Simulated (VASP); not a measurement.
Crystal: Ca.

```xyz
1
Lattice="-2.2695 2.2695 2.2695 2.2695 -2.2695 2.2695 2.2695 2.2695 -2.2695" Properties=species:S:1:pos:R:3 pbc="T T T"
Ca    0.0000    0.0000    0.0000
```

This isn't the form of Ca at room conditions, which is fcc.

The cell isn't the ideal one: cell and atoms relaxed from 1.04 times the given volume.

- Program: VASP 6.6.1
- Task: relaxation of cell and atoms
- Functional: PBEsol
- Potentials or basis: VASP PAW PBE potentials, release 64 (Ca_sv)
- Cutoff: 600 eV
- k mesh: 10 × 10 × 10
- Occupations: fermi-dirac, width 0.05 eV
- Spin: no spin polarisation

At the start: pressure -2.0 GPa; volume 46.76 Å³/atom.

Problem. Where does the relaxation end?

Solution. Over 4 steps the energy falls by 42.1 meV/atom and the volume is 40.49 Å³/atom (-13.4 %); space group Im-3m (No. 229, to 0.05 Å).

The path:
| step | energy change (eV) | largest force (eV/Å) | pressure (GPa) | volume (Å³) |
| --- | --- | --- | --- | --- |
| 1 | 0.0000 | 0.0000 | -1.98 | 46.76 |
| 2 | -0.0348 | 0.0000 | -0.92 | 42.96 |
| 3 | -0.0420 | 0.0000 | -0.08 | 40.70 |
| 4 | -0.0421 | 0.0000 | 0.00 | 40.49 |

Final structure:
```
CELL_PARAMETERS angstrom
-2.16328 2.16328 2.16328
2.16328 -2.16328 2.16328
2.16328 2.16328 -2.16328
ATOMIC_POSITIONS crystal
Ca 0.00000 0.00000 0.00000
```

Caveat: the PAW data sets were made with another functional, which shifts forces and pressure a little.
